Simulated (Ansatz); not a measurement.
Runs of Ansatz 0.2.0 on BN. It takes space group Fmm2 (No. 42, orthorhombic). The conventional cell has a = 2.503 Å, b = 6.991 Å, c = 4.332 Å, α = 90.00°, β = 90.00°, γ = 90.00°. N (site symmetry mm2) is surrounded by 3 B at 1.44 Å. B (site symmetry mm2) is surrounded by 3 N at 1.44 Å. Measurements of this composition are mostly on another form, of space group No. 194.

| task | level | cutoff (eV) | points for each segment of the path | gap on the mesh (eV) | pressure (GPa) | V0 of scaled cells (Å³/atom) | B0 (GPa) | largest force (eV/Å) |
| --- | --- | --- | --- | --- | --- | --- | --- | --- |
| band structure | PBEsol | 420 | 14 | 3.80 | 0.6 | - | - | 0.01 |
| band structure | PBE | 420 | 14 | 3.91 | (a) | - | - | 0.01 |
| band structure | LDA | 420 | 14 | 3.71 | -4.2 | - | - | 0.01 |
| equation of state | PBEsol | 420 | - | - | - | 9.50 | 230 | - |
| equation of state | LDA | 420 | - | - | - | 9.31 | 239 | - |
| band structure | r2SCAN | 500 | 14 | (b) | -0.5 | - | - | 0.01 |

Alike in all rows: potentials or basis Ansatz PAW; no spin polarisation; cell as given; k mesh 13 × 13 × 13; smearing fermi-dirac 0.05 eV.

Problem. Estimate the missing entries.

Solution. (a) 3.2; (b) 4.38.

Caveats: the k mesh misses the band edges, so the gap on the mesh is wider than the one along the path (some runs); the PAW data sets come from PBE, with cores solved anew for the run's functional, which leaves a small shift of forces and pressure (some runs); the cell was scaled at fixed shape and fractional positions, which overstates the stiffness of a crystal with free parameters, most of all of layers and chains (some runs).
